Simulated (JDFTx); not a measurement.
# GaP (F-43m) in JDFTx: further runs

One crystal, GaP, is run at these levels: PBEsol+D3, HLE16; tasks: single point.

All numbers are computed with JDFTx 1.7.0 (patched build); they aren't measurements. Logs are shortened: lines on timing, memory, paths and dates and some standing lists are left out, and cuts for length are marked. The log counts tension as positive stress, the text compression.

**Measured values to compare with.**

From “Stacking defects in GaP nanowires: Electronic structure and optical properties”, 2018, arxiv:1810.01194, for a bulk crystal of GaP at 10 K: band gap 2.34 eV (indirect).

The runs below are set against these values where they give the same quantity.

### 1 The crystal as given

It takes space group F-43m (No. 216, cubic). Conventional cell: a = 5.451 Å, b = 5.451 Å, c = 5.451 Å, α = 90.00°, β = 90.00°, γ = 90.00°. Ga (site symmetry -43m) is surrounded by 4 P at 2.36 Å. P (site symmetry -43m) is surrounded by 4 Ga at 2.36 Å.

### 2 Single point, PBEsol+D3

Contents of GaP.in:

```
lattice Face-Centered Cubic 10.2999522423
coords-type Lattice
ion Ga     0.0000000000     0.0000000000     0.0000000000 1
ion P      0.7500000000     0.7500000000     0.7500000000 1

ion-species pseudo/Ga.upf
ion-species pseudo/P.upf
elec-cutoff 61 488
elec-ex-corr gga-PBEsol
van-der-waals D3
kpoint-folding 6 6 6
elec-smearing Fermi 0.0018374661
elec-n-bands 19
electronic-SCF nIterations 100 energyDiffThreshold 1e-09
electronic-minimize nIterations 30 energyDiffThreshold 1e-7
converge-empty-states yes
forces-output-coords Cartesian

dump-name run.$VAR
dump End Ecomponents EigStats BandEigs Kpoints Forces Stress State
```

Potentials or basis: PseudoDojo-SR-PBEsol-0.4-stringent with smoothed tails.

Command:

```console
> jdftx -c 1 -i GaP.in -o GaP.out
```

Standard output:

```text
*************** JDFTx 1.7.0 (patched build) ***************

Input parsed successfully to the following command list (including defaults):
[... the input with its defaults ...]

---------- Setting up symmetries ----------

Found 48 point-group symmetries of the bravais lattice
Found 24 space-group symmetries with basis
Applied RMS atom displacement 0 bohrs to make symmetries exact.

---------- Initializing the Grid ----------
R =
[            0      5.14998      5.14998  ]
[      5.14998            0      5.14998  ]
[      5.14998      5.14998            0  ]
unit cell volume = 273.178
G =
[  -0.610021   0.610021   0.610021  ]
[   0.610021  -0.610021   0.610021  ]
[   0.610021   0.610021  -0.610021  ]
Minimum fftbox size, Smin = [  76  76  76  ]
Chosen fftbox size, S = [  80  80  80  ]

---------- Initializing tighter grid for wavefunction operations ----------
R =
[            0      5.14998      5.14998  ]
[      5.14998            0      5.14998  ]
[      5.14998      5.14998            0  ]
unit cell volume = 273.178
G =
[  -0.610021   0.610021   0.610021  ]
[   0.610021  -0.610021   0.610021  ]
[   0.610021   0.610021  -0.610021  ]
Minimum fftbox size, Smin = [  52  52  52  ]
Chosen fftbox size, S = [  54  54  54  ]

---------- Exchange Correlation functional ----------
Initalized PBEsol GGA exchange.
Initalized PBEsol GGA correlation.

---------- Setting up pseudopotentials ----------
Width of ionic core gaussian charges (only for fluid interactions / plotting) set to 0

Reading pseudopotential file 'pseudo/Ga.upf':
  'Ga' pseudopotential, 'PBESOL' functional
  Generated using ONCVPSP code by D. R. Hamann
  21 valence electrons, 5 orbitals, 6 projectors, 1001 radial grid points, with lMax = 2
    3S    l: 0   occupation:  2.0   eigenvalue: -5.430721
    3P    l: 1   occupation:  6.0   eigenvalue: -3.626497
    3D    l: 2   occupation: 10.0   eigenvalue: -0.704192
    4S    l: 0   occupation:  2.0   eigenvalue: -0.329374
    4P    l: 1   occupation:  1.0   eigenvalue: -0.094479
  Core radius for overlap checks: 1.46 bohrs.

Reading pseudopotential file 'pseudo/P.upf':
  'P' pseudopotential, 'PBESOL' functional
  Generated using ONCVPSP code by D. R. Hamann
  5 valence electrons, 2 orbitals, 6 projectors, 1001 radial grid points, with lMax = 2
    3S    l: 0   occupation:  2.0   eigenvalue: -0.511448
    3P    l: 1   occupation:  3.0   eigenvalue: -0.201377
  Core radius for overlap checks: 1.66 bohrs.

Initialized 2 species with 2 total atoms.

Folded 1 k-points by 6x6x6 to 216 k-points.

---------- Setting up k-points, bands, fillings ----------
Adding inversion symmetry to k-mesh for non-inversion-symmetric unit cell.
Reduced to 16 k-points under symmetry.
Computing the number of bands and number of electrons
Calculating initial fillings.
nElectrons:  26.000000   nBands: 19   nStates: 16

----- Setting up reduced wavefunction bases (one per k-point) -----
average nbasis = 6215.579 , ideal nbasis = 6216.335

Initializing DFT-D3 calculator:
	Parameters set for gga-PBEsol functional
	s6:  1.000  s_r6:  1.345
	s8:  0.612  s_r8:  1.000
	Per-atom parameters loaded for:
	Ga:  sqrtQ[a0]:  6.121  Rcov[a0]:  2.116  CN: [ 0.00 0.96 1.93 2.92 ]
	 P:  sqrtQ[a0]:  4.297  Rcov[a0]:  2.079  CN: [ 0.00 0.99 2.01 2.99 ]

---------- Setting up ewald sum ----------
Optimum gaussian width for ewald sums = 2.339030 bohr.
Real space sum over 1331 unit cells with max indices [  5  5  5  ]
Reciprocal space sum over 2197 terms with max indices [  6  6  6  ]

Computing DFT-D3 correction:
# coordination-number Ga 4.322
# coordination-number P 4.259
# diagonal-C6 Ga 172.32
# diagonal-C6 P 151.69
EvdW_6 =   -0.004641
EvdW_8 =   -0.007136

---------- Allocating electronic variables ----------
Initializing wave functions:  linear combination of atomic orbitals
Note: number of bands (19) exceeds available atomic orbitals (17)
Ga pseudo-atom occupations:   s ( 2 2 )  p ( 6 1 )  d ( 10 )
P pseudo-atom occupations:   s ( 2 )  p ( 3 )
	FillingsUpdate:  mu: +0.345868953  nElectrons: 26.000000
LCAOMinimize: Iter:   0  F: -251.7049456908584091  |grad|_K:  2.580e-03  alpha:  1.000e+00
	FillingsUpdate:  mu: +0.334010708  nElectrons: 26.000000
LCAOMinimize: Iter:   1  F: -251.7145102360462658  |grad|_K:  6.904e-05  alpha:  4.817e-01  linmin: -1.424e-01  cgtest:  6.027e-01
LCAOMinimize: Encountered beta<0, resetting CG.
	FillingsUpdate:  mu: +0.333937877  nElectrons: 26.000000
LCAOMinimize: Iter:   2  F: -251.7145196536008598  |grad|_K:  2.040e-05  alpha:  6.836e-01  linmin: -6.897e-04  cgtest:  1.192e-02
	FillingsUpdate:  mu: +0.334066773  nElectrons: 26.000000
LCAOMinimize: Iter:   3  F: -251.7145204005817902  |grad|_K:  1.247e-06  alpha:  6.202e-01  linmin: -6.895e-04  cgtest: -6.057e-02
	FillingsUpdate:  mu: +0.334065177  nElectrons: 26.000000
LCAOMinimize: Iter:   4  F: -251.7145204048039773  |grad|_K:  1.499e-07  alpha:  9.414e-01  linmin:  2.682e-03  cgtest: -1.998e-02
LCAOMinimize: Converged (|Delta F|<1.000000e-06 for 2 iters).

Computing DFT-D3 correction:
# coordination-number Ga 4.322
# coordination-number P 4.259
# diagonal-C6 Ga 172.32
# diagonal-C6 P 151.69
EvdW_6 =   -0.004641
EvdW_8 =   -0.007136

-------- Electronic minimization -----------
Will mix electronic density at each iteration.
	FillingsUpdate:  mu: +0.334065177  nElectrons: 26.000000
	FillingsUpdate:  mu: +0.319591867  nElectrons: 26.000000
SCF: Cycle:  0   F: -251.757825508896161   dF: -4.331e-02   |Residual|: 5.319e-02   |deigs|: 9.383e-02
	FillingsUpdate:  mu: +0.321309704  nElectrons: 26.000000
SCF: Cycle:  1   F: -251.759311188783499   dF: -1.486e-03   |Residual|: 2.937e-02   |deigs|: 1.180e-02
	FillingsUpdate:  mu: +0.324659741  nElectrons: 26.000000
SCF: Cycle:  2   F: -251.759591770390216   dF: -2.806e-04   |Residual|: 3.857e-03   |deigs|: 7.553e-03
	FillingsUpdate:  mu: +0.325132473  nElectrons: 26.000000
SCF: Cycle:  3   F: -251.759603505049398   dF: -1.173e-05   |Residual|: 1.767e-03   |deigs|: 8.678e-04
	FillingsUpdate:  mu: +0.325593193  nElectrons: 26.000000
SCF: Cycle:  4   F: -251.759605719120344   dF: -2.214e-06   |Residual|: 7.171e-04   |deigs|: 5.816e-04
	FillingsUpdate:  mu: +0.325620097  nElectrons: 26.000000
SCF: Cycle:  5   F: -251.759606143624865   dF: -4.245e-07   |Residual|: 8.372e-05   |deigs|: 2.721e-04
	FillingsUpdate:  mu: +0.325626613  nElectrons: 26.000000
SCF: Cycle:  6   F: -251.759606246633609   dF: -1.030e-07   |Residual|: 4.619e-05   |deigs|: 2.187e-04
	FillingsUpdate:  mu: +0.325625575  nElectrons: 26.000000
SCF: Cycle:  7   F: -251.759606280121403   dF: -3.349e-08   |Residual|: 2.773e-05   |deigs|: 2.592e-03
	FillingsUpdate:  mu: +0.325630382  nElectrons: 26.000000
SCF: Cycle:  8   F: -251.759606290718637   dF: -1.060e-08   |Residual|: 1.018e-05   |deigs|: 1.140e-03
	FillingsUpdate:  mu: +0.325628876  nElectrons: 26.000000
SCF: Cycle:  9   F: -251.759606294488094   dF: -3.769e-09   |Residual|: 4.358e-06   |deigs|: 4.223e-04
	FillingsUpdate:  mu: +0.325629192  nElectrons: 26.000000
SCF: Cycle: 10   F: -251.759606295895395   dF: -1.407e-09   |Residual|: 1.541e-06   |deigs|: 4.930e-04
	FillingsUpdate:  mu: +0.325629190  nElectrons: 26.000000
SCF: Cycle: 11   F: -251.759606296346277   dF: -4.509e-10   |Residual|: 8.369e-07   |deigs|: 2.383e-04
	FillingsUpdate:  mu: +0.325629188  nElectrons: 26.000000
SCF: Cycle: 12   F: -251.759606296513397   dF: -1.671e-10   |Residual|: 5.546e-07   |deigs|: 1.286e-04
SCF: Converged (|Delta E|<1.000000e-09 for 2 iters).

Setting wave functions to eigenvectors of Hamiltonian
Converging empty states (this may take a while): |deigs|: 1.735e-03

Computing DFT-D3 correction:
# coordination-number Ga 4.322
# coordination-number P 4.259
# diagonal-C6 Ga 172.32
# diagonal-C6 P 151.69
EvdW_6 =   -0.004641
EvdW_8 =   -0.007136

# Stress tensor in Cartesian coordinates [Eh/a0^3]:
[  6.78045e-05            0            0  ]
[            0  6.78045e-05            0  ]
[            0            0  6.78045e-05  ]

# Ionic positions in lattice coordinates:
ion Ga   0.000000000000000   0.000000000000000   0.000000000000000 1
ion P   0.750000000000000   0.750000000000000   0.750000000000000 1

# Forces in Cartesian coordinates:
force Ga   0.000000000000000   0.000000000000000  -0.000000000000000 1
force P   0.000000000000000  -0.000000000000000   0.000000000000000 1

# Energy components:
   Eewald =     -111.8914061939482139
       EH =      116.2366410965380368
     Eloc =     -296.5249690340920665
      Enl =      -58.1315650230247414
     EvdW =       -0.0117764688017216
      Exc =      -27.4284593666088519
 Exc_core =        3.1706179737487767
       KE =      122.8213107202330718
-------------------------------------
     Etot =     -251.7596062959557059
       TS =        0.0000000005576807
-------------------------------------
        F =     -251.7596062965133967

IonicMinimize: Iter:   0  F: -251.759606296513397  |grad|_K:  4.110e-36
IonicMinimize: Converged (|grad|_K<1.000000e-04).

#--- Lowdin population analysis ---
# oxidation-state Ga +0.050
# oxidation-state P -0.005

Dumping 'run.eigStats' ...
	eMin: -4.958201 at state 4 ( [ +0.000000 +0.166667 +0.166667 ] spin 0 )
	HOMO: +0.298210 at state 0 ( [ +0.000000 +0.000000 +0.000000 ] spin 0 )
	mu  : +0.325629
	LUMO: +0.353829 at state 12 ( [ +0.000000 +0.500000 +0.500000 ] spin 0 )
	eMax: +0.751588 at state 14 ( [ +0.166667 +0.333333 -0.333333 ] spin 0 )
	HOMO-LUMO gap: +0.055619
	Optical gap  : +0.063782 at state 0 ( [ +0.000000 +0.000000 +0.000000 ] spin 0 )
Done!
[note: mu as printed may lie anywhere between the filled and the empty levels]
```

Wall time 2.1 min (1 thread of Arm Neoverse V1, shared host); peak memory 0.24 GiB.

Results:

```yaml
Free_energy: -6850.7279 eV
Pressure: -2.0 GPa
Band_gap_on_the_k_mesh: 1.51 eV, indirect (least direct gap 1.74 eV)
```

### 3 Single point, HLE16

Changes to GaP.in since step 2:

```diff
@@ -7,8 +7,7 @@
 ion-species pseudo/P.upf
-elec-cutoff 61 488
-elec-ex-corr gga-PBEsol
-van-der-waals D3
+elec-cutoff 40 320
+elec-ex-corr gga-hle16
 kpoint-folding 6 6 6
-elec-smearing Fermi 0.0018374661
-elec-n-bands 19
+elec-smearing Fermi 0.00091873305
+elec-n-bands 15
 electronic-SCF nIterations 100 energyDiffThreshold 1e-09
```

Potentials or basis: SPMS-PBE-1.0 with smoothed tails.

Command:

```console
> jdftx -c 1 -i GaP.in -o GaP.out
```

It took 76 s on 1 thread of Arm Neoverse V1, shared host; peak memory 0.12 GiB.

It converged, with:

- Free energy: -2042.2267 eV
- Pressure: -7.5 GPa
- Band gap on the k mesh: 2.38 eV, indirect (least direct gap 2.45 eV)
- Loewdin charges: Ga +0.37; P -0.29 e

Levels at points of the mesh, in eV from the valence-band top:
| k point | band 7 | band 8 | band 9 | band 10 | band 11 |
| --- | --- | --- | --- | --- | --- |
| (0.00, 0.00, 0.00) | 0.00 | 0.00 | 0.00 | 2.45 | 4.52 |
| (0.00, 0.00, 0.50) | -6.05 | -0.97 | -0.97 | 2.38 | 5.36 |
| (0.00, 0.50, 0.50) | -6.27 | -2.35 | -2.35 | 2.63 | 2.80 |

Caveat: the potentials were made for a functional far from this one; the potentials were made for another functional, which shifts forces and pressure.

(Part 1 of 2 ends here.)
